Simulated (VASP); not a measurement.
# SnTe (F-43m) in VASP: a series of runs

Runs on SnTe. Level: PBEsol. Tasks: single point.

Everything below comes from runs of VASP 6.6.1. Logs are shortened: lines on timing, memory, paths and dates and some standing lists are left out, and cuts for length are marked.

### Step 1. The crystal as given

It takes space group F-43m (No. 216, cubic). Conventional cell: a = 7.222 Å, b = 7.222 Å, c = 7.222 Å, α = 90.00°, β = 90.00°, γ = 90.00°. Around Te (site symmetry -43m) lie 4 Sn at 3.13 Å. Sn (site symmetry -43m) has 4 Te at 3.13 Å as nearest neighbours.

Measurements of this composition are mostly on another form, of space group No. 225.

### Step 2. Single point, PBEsol, spin-orbit coupling, no magnetisation

Input file INCAR:

```
SYSTEM = SnTe
  PREC = Accurate
  ENCUT = 350
  EDIFF = 1E-7
  ISMEAR = 0
  SIGMA = 0.02
  LREAL = .FALSE.
  LASPH = .TRUE.
  NELM = 100
  ALGO = Normal
  ISIF = 2
  LWAVE = .FALSE.
  LCHARG = .FALSE.
  MAGMOM = 0 0 0 0 0 0
  LORBIT = 11
  LSORBIT = .TRUE.
  GGA_COMPAT = .FALSE.
  GGA = PS
  NBANDS = 36
```

Input file KPOINTS:

```
Automatic mesh
0
G
  8 8 8
  0 0 0
```

Input file POSCAR:

```
SnTe
1.0
    0.0000000000      3.6111460000      3.6111460000
    3.6111460000      0.0000000000      3.6111460000
    3.6111460000      3.6111460000      0.0000000000
Te Sn
1 1
Direct
    0.2500000000      0.2500000000      0.2500000000
    0.0000000000      0.0000000000      0.0000000000
```

Potentials or basis: VASP PAW PBE potentials, release 64 (Te, Sn_d).

Run with:

```
cat potpaw_PBE.64/Te/POTCAR potpaw_PBE.64/Sn_d/POTCAR > POTCAR
mpirun -np 1 vasp_ncl > vasp.out
```

OUTCAR:

```text
SYSTEM = SnTe
   PREC = Accurate
   ENCUT = 350
   EDIFF = 1E-7
   ISMEAR = 0
   LREAL = .FALSE.
   LASPH = .TRUE.
   NELM = 100
   ISIF = 2
   LORBIT = 11
   LSORBIT = .TRUE.
   GGA = PS

 Found     43 irreducible k-points:

 Following reciprocal coordinates:
            Coordinates               Weight
  0.000000  0.000000  0.000000      1.000000
  0.125000  0.000000  0.000000      4.000000
 -0.125000  0.000000  0.000000      4.000000
  0.250000  0.000000  0.000000      4.000000
 -0.250000  0.000000  0.000000      4.000000
  0.375000  0.000000  0.000000      4.000000
   k-points           NKPTS =     43   k-points in BZ     NKDIM =     43   number of bands    NBANDS=     36
   number of dos      NEDOS =    301   number of ions     NIONS =      2
   total plane-waves  NPLWV =  32768
   dimension x,y,z NGX =    32 NGY =   32 NGZ =   32
   dimension x,y,z NGXF=    64 NGYF=   64 NGZF=   64
   ions per type =               1   1
   NGX,Y,Z   is equivalent  to a cutoff of  10.42, 10.42, 10.42 a.u.
   NGXF,Y,Z  is equivalent  to a cutoff of  20.83, 20.83, 20.83 a.u.
 SYSTEM =  SnTe
   PREC   = accura    normal or accurate (medium, high low for compatibility)
   ISTART =      0    job   : 0-new  1-cont  2-samecut
   ICHARG =      2    charge: 1-file 2-atom 10-const
   ISPIN  =      1    spin polarized calculation?
   LNONCOLLINEAR =      T non collinear calculations
   LSORBIT =      T    spin-orbit coupling
   LASPH  =      T    aspherical Exc in radial PAW
   ENCUT  =  350.0 eV  25.72 Ry    5.07 a.u.   7.79  7.79  7.79*2*pi/ulx,y,z
   NELM   =    100;   NELMIN=  2; NELMDL= -5     # of ELM steps
   EDIFF  = 0.1E-06   stopping-criterion for ELM
   LREAL  =      F    real-space projection
   EDIFFG = 0.1E-05   stopping-criterion for IOM
   NSW    =      0    number of steps for IOM
   IBRION =     -1    ionic relax: 0-MD 1-quasi-New 2-CG
   NFREE  =      0    steps in history (QN), initial steepest desc. (CG)
   ISIF   =      2    stress and relaxation
   ISYM   =      2    0-nonsym 1-usesym 2-fastsym
   POTIM  = 0.5000    time-step for ionic-motion
   TEBEG  =    0.0;   TEEND  =   0.0 temperature during run
   PSTRESS=    0.0 pullay stress
   NELECT =      20.0000    total number of electrons
   NUPDOWN=      -1.0000    fix difference up-down
   EMIN   =  10.00;   EMAX   =-10.00  energy-range for DOS
   EFERMI =   0.00;   METHOD = LEGACY
   ISMEAR =     0;   SIGMA  =   0.02  broadening in eV -4-tet -1-fermi 0-gaus
   EFERMI_NEDOS =   21; number of points for ismear=-14 and -15
   IALGO  =     38    algorithm
   IMIX   =      4    mixing-type and parameters
     AMIX     =   0.40;   BMIX     =  1.00
     AMIX_MAG =   1.60;   BMIX_MAG =  1.00
  volume/ion in A,a.u.               =      47.09       317.78
  Fermi-wavevector in a.u.,A,eV,Ry     =   0.976704  1.845704 12.979296  0.953951
  Thomas-Fermi vector in A             =   2.107344
   LORBIT       =     11    0 simple, 1 ext, 2 COOP (PROOUT), +10 PAW based schemes
   GGA     = PS    functional components
   LHFCALC =     F    Hartree Fock is set to
   AEXX    =    0.0000 exact exchange contribution
   IVDW    =     0    specifies the selected vdW correction
   LEPSILON=     F    determine dielectric tensor
   LRPA    =     F    only Hartree local field effects (RPA)
 Gauss-broadening in eV      SIGMA  =   0.02
  energy-cutoff  :      350.00
  volume of cell :       94.18
 maximum number of plane-waves:      2848
   NGX = 15   NGY = 15   NGZ = 15

 number of electron      20.0000000 magnetization       0.0000000      0.0000000      0.0000000

 number of electron      19.9999991 magnetization      -0.0000000     -0.0000000     -0.0000000

 number of electron      19.9999991 magnetization      -0.0000000      0.0000000      0.0000000

 number of electron      19.9999991 magnetization       0.0000000     -0.0000000     -0.0000000

 Free energy of the ion-electron system (eV)
  ---------------------------------------------------
  ext. energy  EPLUGINS =         0.00000000
  ---------------------------------------------------
  free energy    TOTEN  =        -7.76652629 eV

  energy without entropy =       -7.76651965  energy(sigma->0) =       -7.76652297

 E-fermi :   3.1311     XC(G=0):  -7.6302

 val. band max:        3.0962916435   @ k =   0.5000   0.5000   0.0000
 cond. band min:       3.1692976306   @ k =   0.3750   0.3750   0.0000
 fundamental gap:      0.0730059871
 Fermi energy:         3.1311027355

 k-point     1 :       0.0000    0.0000    0.0000
  band No.  band energies     occupation
      1     -19.2413      1.00000
      2     -19.2413      1.00000
      3     -19.2413      1.00000
      4     -19.2413      1.00000
      5     -18.2103      1.00000
      6     -18.2103      1.00000
[... 24 lines left out ...]
     31       9.4590      0.00000
     32       9.4590      0.00000

 k-point     2 :       0.1250    0.0000    0.0000
  band No.  band energies     occupation
      1     -19.2413      1.00000
      2     -19.2412      1.00000
      3     -19.2412      1.00000
      4     -19.2411      1.00000
      5     -18.2102      1.00000
      6     -18.2102      1.00000
[... 24 lines left out ...]
     31       9.0601      0.00000
     32       9.0655      0.00000

 k-point     3 :      -0.1250    0.0000    0.0000
  band No.  band energies     occupation
      1     -19.2413      1.00000
      2     -19.2412      1.00000
      3     -19.2412      1.00000
      4     -19.2411      1.00000
      5     -18.2102      1.00000
      6     -18.2102      1.00000
[... 24 lines left out ...]
     31       9.0601      0.00000
     32       9.0655      0.00000

 k-point     4 :       0.2500    0.0000    0.0000
  band No.  band energies     occupation
      1     -19.2412      1.00000
      2     -19.2410      1.00000
      3     -19.2409      1.00000
      4     -19.2409      1.00000
      5     -18.2098      1.00000
      6     -18.2098      1.00000
[... 24 lines left out ...]
     31       8.8650      0.00000
     32       8.8759      0.00000

 k-point     5 :      -0.2500    0.0000    0.0000
  band No.  band energies     occupation
      1     -19.2412      1.00000
      2     -19.2410      1.00000
      3     -19.2409      1.00000
      4     -19.2409      1.00000
      5     -18.2098      1.00000
      6     -18.2098      1.00000
[... 24 lines left out ...]
     31       8.8650      0.00000
     32       8.8759      0.00000

 k-point     6 :       0.3750    0.0000    0.0000
  band No.  band energies     occupation
      1     -19.2411      1.00000
      2     -19.2409      1.00000
      3     -19.2409      1.00000
      4     -19.2409      1.00000
      5     -18.2096      1.00000
      6     -18.2096      1.00000
[... 24 lines left out ...]
     31       9.3025      0.00000
     32       9.3138      0.00000

 [... further k-points ...]

 [bands above 32 left out]

------------------------ aborting loop because EDIFF is reached ----------------------------------------

  FORCE on cell =-STRESS in cart. coord.  units (eV):
  Direction    XX          YY          ZZ          XY          YZ          ZX
  --------------------------------------------------------------------------------------
  -------------------------------------------------------------------------------------
  Total       -0.8841674     -0.8841674     -0.8841674     -0.0000000      0.0000000     -0.0000000
  in kB      -15.0411112    -15.0411112    -15.0411112     -0.0000000      0.0000000     -0.0000000
  external PRESSURE =     -15.0411112 kB  Pullay stress =       0.0000000 kB

 VOLUME and BASIS-vectors are now :
 -----------------------------------------------------------------------------
  energy-cutoff  :      350.00
  volume of cell :       94.18
      direct lattice vectors                 reciprocal lattice vectors
     0.000000000  3.611146000  3.611146000    -0.138460201  0.138460201  0.138460201
     3.611146000  0.000000000  3.611146000     0.138460201 -0.138460201  0.138460201
     3.611146000  3.611146000  0.000000000     0.138460201  0.138460201 -0.138460201

 POSITION                                       TOTAL-FORCE (eV/Angst)
 -----------------------------------------------------------------------------------
      1.80557      1.80557      1.80557         0.000000      0.000000      0.000000
      0.00000      0.00000      0.00000        -0.000000     -0.000000     -0.000000
 -----------------------------------------------------------------------------------
    total drift:                                0.000000      0.000000      0.000000

  FREE ENERGIE OF THE ION-ELECTRON SYSTEM (eV)
  ---------------------------------------------------
  free  energy   TOTEN  =        -7.7665262930 eV

  energy  without entropy=       -7.7665196503  energy(sigma->0) =       -7.76652297

 Spin-Orbit-Coupling matrix elements

 Ion:    1  E_soc:     -0.2285684
 l=   1
     0.0000000    -0.0380950    -0.0380950
    -0.0380950     0.0000000    -0.0380950
    -0.0380950    -0.0380950     0.0000000
 l=   2
     0.0000000     0.0000093     0.0000000     0.0000093    -0.0000091
     0.0000093     0.0000000    -0.0000068     0.0000093    -0.0000023
     0.0000000    -0.0000068     0.0000000    -0.0000068     0.0000000
     0.0000093     0.0000093    -0.0000068     0.0000000    -0.0000023
    -0.0000091    -0.0000023     0.0000000    -0.0000023     0.0000000
 l=   3
     0.0000000     0.0000000     0.0000000     0.0000000     0.0000000     0.0000000     0.0000000
     0.0000000     0.0000000     0.0000000     0.0000000     0.0000000     0.0000000     0.0000000
     0.0000000     0.0000000     0.0000000     0.0000000     0.0000000     0.0000000     0.0000000
     0.0000000     0.0000000     0.0000000     0.0000000     0.0000000     0.0000000     0.0000000
     0.0000000     0.0000000     0.0000000     0.0000000     0.0000000     0.0000000     0.0000000
     0.0000000     0.0000000     0.0000000     0.0000000     0.0000000     0.0000000     0.0000000
     0.0000000     0.0000000     0.0000000     0.0000000     0.0000000     0.0000000     0.0000000

 Ion:    2  E_soc:     -0.1055577
 l=   1
     0.0000000    -0.0114482    -0.0114482
    -0.0114482     0.0000000    -0.0114482
    -0.0114482    -0.0114482     0.0000000
 l=   2
     0.0000000    -0.0012453     0.0000000    -0.0012453    -0.0048995
    -0.0012453     0.0000000    -0.0036746    -0.0012453    -0.0012249
     0.0000000    -0.0036746     0.0000000    -0.0036746     0.0000000
    -0.0012453    -0.0012453    -0.0036746     0.0000000    -0.0012249
    -0.0048995    -0.0012249     0.0000000    -0.0012249     0.0000000
 l=   3
     0.0000000     0.0000000     0.0000000     0.0000000     0.0000000     0.0000000     0.0000000
     0.0000000     0.0000000     0.0000000     0.0000000     0.0000000     0.0000000     0.0000000
     0.0000000     0.0000000     0.0000000     0.0000000     0.0000000     0.0000000     0.0000000
     0.0000000     0.0000000     0.0000000     0.0000000     0.0000000     0.0000000     0.0000000
     0.0000000     0.0000000     0.0000000     0.0000000     0.0000000     0.0000000     0.0000000
     0.0000000     0.0000000     0.0000000     0.0000000     0.0000000     0.0000000     0.0000000
     0.0000000     0.0000000     0.0000000     0.0000000     0.0000000     0.0000000     0.0000000

 total charge

# of ion       s       p       d       tot
------------------------------------------
    1        1.395   1.941   0.016   3.351
    2        1.389   0.704   9.957  12.051
--------------------------------------------------
tot          2.784   2.645   9.973  15.402

 magnetization (x)

# of ion       s       p       d       tot
------------------------------------------
    1        0.000   0.000   0.000   0.000
    2        0.000   0.000   0.000   0.000
--------------------------------------------------
tot          0.000   0.000   0.000   0.000

 magnetization (y)

# of ion       s       p       d       tot
------------------------------------------
    1        0.000   0.000   0.000   0.000
    2       -0.000   0.000  -0.000   0.000
--------------------------------------------------
tot         -0.000   0.000  -0.000   0.000

 magnetization (z)

# of ion       s       p       d       tot
------------------------------------------
    1       -0.000   0.000   0.000  -0.000
    2        0.000   0.000   0.000   0.000
--------------------------------------------------
tot         -0.000   0.000   0.000   0.000
```

Wall time 96 s (1 thread of AMD EPYC 9R45 (Zen 5), shared host); peak memory 0.33 GiB.

These settings aren't checked as converged: the numbers below hold their error.

What came out:

| Property | Result |
| --- | --- |
| Free energy | -7.7665 eV |
| Pressure | -1.5 GPa |
| Valence electrons inside the program's atomic spheres | Te 3.35; Sn 12.05 |

Caveat: the PAW data sets were made with another functional, which shifts forces and pressure a little.

### Step 3. Single point, PBEsol, spin-orbit coupling, no magnetisation

INCAR: that of step 2 with these lines changed.

```diff
@@ -2,3 +2,3 @@
   PREC = Accurate
-  ENCUT = 350
+  ENCUT = 250
   EDIFF = 1E-7
```

Input file KPOINTS:

```
Automatic mesh
0
G
  4 4 4
  0 0 0
```

POSCAR is that of step 2.

Potentials or basis: VASP PAW PBE potentials, release 64 (Te, Sn_d).

Run with:

```
cat potpaw_PBE.64/Te/POTCAR potpaw_PBE.64/Sn_d/POTCAR > POTCAR
mpirun -np 1 vasp_ncl > vasp.out
```

OUTCAR:

```text
SYSTEM = SnTe
   PREC = Accurate
   ENCUT = 250
   EDIFF = 1E-7
   ISMEAR = 0
   LREAL = .FALSE.
   LASPH = .TRUE.
   NELM = 100
   ISIF = 2
   LORBIT = 11
   LSORBIT = .TRUE.
   GGA = PS

 Found     10 irreducible k-points:

 Following reciprocal coordinates:
            Coordinates               Weight
  0.000000  0.000000  0.000000      1.000000
  0.250000  0.000000  0.000000      4.000000
 -0.250000  0.000000  0.000000      4.000000
  0.500000  0.000000  0.000000      4.000000
  0.250000  0.250000  0.000000      6.000000
  0.500000  0.250000  0.000000     12.000000
   k-points           NKPTS =     10   k-points in BZ     NKDIM =     10   number of bands    NBANDS=     36
   number of dos      NEDOS =    301   number of ions     NIONS =      2
   total plane-waves  NPLWV =  21952
   dimension x,y,z NGX =    28 NGY =   28 NGZ =   28
   dimension x,y,z NGXF=    56 NGYF=   56 NGZF=   56
   ions per type =               1   1
   NGX,Y,Z   is equivalent  to a cutoff of   9.11,  9.11,  9.11 a.u.
   NGXF,Y,Z  is equivalent  to a cutoff of  18.23, 18.23, 18.23 a.u.
 SYSTEM =  SnTe
   PREC   = accura    normal or accurate (medium, high low for compatibility)
[... 331 lines left out ...]
     0.0000000     0.0000000     0.0000000     0.0000000     0.0000000     0.0000000     0.0000000
     0.0000000     0.0000000     0.0000000     0.0000000     0.0000000     0.0000000     0.0000000
     0.0000000     0.0000000     0.0000000     0.0000000     0.0000000     0.0000000     0.0000000
     0.0000000     0.0000000     0.0000000     0.0000000     0.0000000     0.0000000     0.0000000
     0.0000000     0.0000000     0.0000000     0.0000000     0.0000000     0.0000000     0.0000000
     0.0000000     0.0000000     0.0000000     0.0000000     0.0000000     0.0000000     0.0000000

 Ion:    2  E_soc:     -0.1038947
 l=   1
     0.0000000    -0.0113724    -0.0113724
    -0.0113724     0.0000000    -0.0113724
    -0.0113724    -0.0113724     0.0000000
 l=   2
     0.0000000    -0.0012042     0.0000000    -0.0012042    -0.0047392
    -0.0012042     0.0000000    -0.0035544    -0.0012042    -0.0011848
     0.0000000    -0.0035544     0.0000000    -0.0035544     0.0000000
    -0.0012042    -0.0012042    -0.0035544     0.0000000    -0.0011848
    -0.0047392    -0.0011848     0.0000000    -0.0011848     0.0000000
 l=   3
     0.0000000     0.0000000     0.0000000     0.0000000     0.0000000     0.0000000     0.0000000
     0.0000000     0.0000000     0.0000000     0.0000000     0.0000000     0.0000000     0.0000000
     0.0000000     0.0000000     0.0000000     0.0000000     0.0000000     0.0000000     0.0000000
     0.0000000     0.0000000     0.0000000     0.0000000     0.0000000     0.0000000     0.0000000
     0.0000000     0.0000000     0.0000000     0.0000000     0.0000000     0.0000000     0.0000000
     0.0000000     0.0000000     0.0000000     0.0000000     0.0000000     0.0000000     0.0000000
     0.0000000     0.0000000     0.0000000     0.0000000     0.0000000     0.0000000     0.0000000

 total charge

# of ion       s       p       d       tot
------------------------------------------
    1        1.400   1.925   0.017   3.341
    2        1.377   0.714   9.950  12.041
--------------------------------------------------
tot          2.777   2.638   9.967  15.382

 magnetization (x)

# of ion       s       p       d       tot
------------------------------------------
    1       -0.000   0.000   0.000  -0.000
    2        0.000   0.000   0.000   0.000
--------------------------------------------------
tot          0.000   0.000   0.000   0.000

 magnetization (y)

# of ion       s       p       d       tot
------------------------------------------
    1       -0.000   0.000   0.000  -0.000
    2        0.000   0.000   0.000   0.000
--------------------------------------------------
tot         -0.000   0.000   0.000  -0.000

 magnetization (z)

# of ion       s       p       d       tot
------------------------------------------
    1       -0.000  -0.000   0.000  -0.000
    2        0.000   0.000  -0.000   0.000
--------------------------------------------------
tot          0.000  -0.000  -0.000  -0.000
```

OSZICAR:

```text
N       E                     dE             d eps       ncg     rms          rms(c)
DAV:   1     0.119754875077E+03    0.11975E+03   -0.61205E+03   736   0.690E+02
DAV:   2     0.654170802304E+01   -0.11321E+03   -0.10916E+03   792   0.217E+02
DAV:   3    -0.743734384243E+01   -0.13979E+02   -0.13822E+02   868   0.878E+01
DAV:   4    -0.790045347293E+01   -0.46311E+00   -0.46265E+00   808   0.180E+01
DAV:   5    -0.791656567279E+01   -0.16112E-01   -0.16112E-01   964   0.287E+00    0.491E+00
DAV:   6    -0.779189385911E+01    0.12467E+00   -0.25328E-01   844   0.258E+00    0.363E+00
DAV:   7    -0.779123012445E+01    0.66373E-03   -0.42632E-02   808   0.821E-01    0.177E+00
DAV:   8    -0.779038081374E+01    0.84931E-03   -0.20115E-03   876   0.318E-01    0.757E-01
DAV:   9    -0.779048889180E+01   -0.10808E-03   -0.38674E-04   808   0.121E-01    0.138E-01
DAV:  10    -0.779062436173E+01   -0.13547E-03   -0.96004E-05   840   0.565E-02    0.447E-02
DAV:  11    -0.779069376372E+01   -0.69402E-04   -0.39677E-05   768   0.281E-02    0.212E-02
DAV:  12    -0.779071495832E+01   -0.21195E-04   -0.19289E-05   776   0.180E-02    0.120E-02
DAV:  13    -0.779071635843E+01   -0.14001E-05   -0.13902E-06   836   0.100E-02    0.390E-03
DAV:  14    -0.779071716429E+01   -0.80586E-06   -0.12767E-06   676   0.417E-03    0.741E-04
DAV:  15    -0.779071717985E+01   -0.15558E-07   -0.63664E-08   660   0.234E-03
   1 F= -.77907172E+01 E0= -.77907172E+01  d E =-.647101E-11  mag=    -0.0000    -0.0000    -0.0000
```

Wall time 22 s (1 thread of AMD EPYC 9R45 (Zen 5), shared host); peak memory 0.2 GiB.

The run converged, but some of its settings lie outside the range that counts as converged, so its numbers aren't taken as properties of the crystal.

Results:

```yaml
Free_energy: -7.7907 eV
Valence_electrons_inside_the_program's_atomic_spheres: Te 3.34; Sn 12.04
```

Caveat: the k mesh is coarse (spacing up to 0.38 Å⁻¹), so the values aren't converged; the cutoff is under 1.25 times the usual one of these potentials, so pressure, stress and relaxed cells hold a basis-set (Pulay) error; the PAW data sets were made with another functional, which shifts forces and pressure a little.

(Continued in part 2 of 2.)
